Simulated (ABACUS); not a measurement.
BP in ABACUS: the effect of functional

Crystal: BP.

```
P B
1.0
     0.00000    2.25377    2.25377
     2.25377    0.00000    2.25377
     2.25377    2.25377    0.00000
P B
1 1
Direct
  0.75000 0.75000 0.75000
  0.00000 0.00000 0.00000
```

The cell isn't the ideal one: volume scaled by 0.98.

Alike in all runs:

* Program: ABACUS 3.10.1
* Task: equation of state
* Potentials or basis: SG15 ONCV 1.2 PBE
* Cutoff: 1034 eV
* Density cutoff: 4136 eV
* Basis: plane waves
* k mesh: 7 × 7 × 7
* Occupations: fermi-dirac, width 0.05 eV
* Spin: no spin polarisation

One run gave: gap on the mesh 1.28 eV; pressure 3.8 GPa. Which functional did it use?
A. PBEsol
B. WC
C. PW91
D. TPSS
E. LDA

C.

```csv
functional,gap on the mesh (eV),pressure (GPa)
LDA,1.08,2.5
PBEsol,1.10,2.4
PW91,1.28,3.8
WC,1.13,2.3
r2SCAN,1.39,3.0
TPSS,1.36,4.4
```

Caveats: the potentials were made for another functional, which shifts forces and pressure; an odd mesh through Γ misses points on the zone boundary, where band edges often lie.

Runs at the PBE level aren't shown here.
